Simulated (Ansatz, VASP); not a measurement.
**Two plane-wave programs on Ta**

```
Ta
1.0
    -1.82065    1.64023    1.64023
     1.82065   -1.64023    1.64023
     1.82065    1.64023   -1.64023
Ta
1
Direct
  0.00000 0.00000 0.00000
```

Change from the starting cell: normal strain along x +0.1100, normal strain along z +0.0000.

Alike in both runs: task single point; functional PBEsol; k mesh 20 × 20 × 20; occupations gaussian, width 0.15 eV; no spin polarisation.

```csv
,VASP,Ansatz
version,VASP 6.6.1,Ansatz 0.2.0
potentials or method,"VASP PAW PBE potentials, release 64 (Ta_pv)","scalar-relativistic, plane waves, PAW"
plane-wave cutoff (eV),520,420
valence electrons in the cell,11,13
```

```csv
,VASP,Ansatz,Ansatz less VASP
gap on the k mesh at the Fermi level (eV),none,none,-
pressure (GPa),-16.8,-16.8,0.00
largest component of the traceless stress (GPa),5.17,5.16,-0.010
```

A gap of «none» marks a metal or a gap that the smearing closes. The two sets of potentials don't hold the same shells in valence. Ansatz warned: «pseudo_functional_mismatch».

Caveats: so large a pressure means that the cell lies far from this level's equilibrium, or that cutoff or potentials fall short (VASP); the potentials were made for another functional, which shifts forces and pressure (VASP). Spin-orbit coupling is left out, which matters for the levels of Ta.
